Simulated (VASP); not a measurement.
BeSe, 2 atoms in the cell. It takes space group F-43m (No. 216, cubic). Conventional cell: a = 5.129 Å, b = 5.129 Å, c = 5.129 Å, α = 90.00°, β = 90.00°, γ = 90.00°. Around Be (site symmetry -43m) lie 4 Se at 2.22 Å. Se (site symmetry -43m) is surrounded by 4 Be at 2.22 Å. The cell comes from a database or a generator and needn't be the stable form of this composition.

* Program: VASP 6.6.1
* Task: single point
* Functional: PBEsol
* Potentials or basis: VASP PAW PBE potentials, release 64 (Be, Se)
* Cutoff: 520 eV
* k mesh: 8 × 8 × 8
* Occupations: gaussian, width 0.02 eV
* Spin: no spin polarisation
* Dipole correction: no
* Further INCAR settings: ALGO = Normal; EDIFF = 1e-06; NBANDS = 11

Potentials or basis: VASP PAW PBE potentials, release 64 (Be, Se).

Command:

```console
$ cat potpaw_PBE.64/Be/POTCAR potpaw_PBE.64/Se/POTCAR > POTCAR
$ mpirun -np 1 vasp_std > vasp.out
```

Hardware: 1 thread of Intel(R) Xeon(R) 6975P-C (Granite Rapids), with other jobs on the host.

**Question.** How long does it take, and how much memory?

**Answer.** Wall time 4.9 s on 1 thread of Intel(R) Xeon(R) 6975P-C (Granite Rapids), with other jobs on the host, peak memory 0.15 GiB. Counts: scf iterations 10, k points 29.
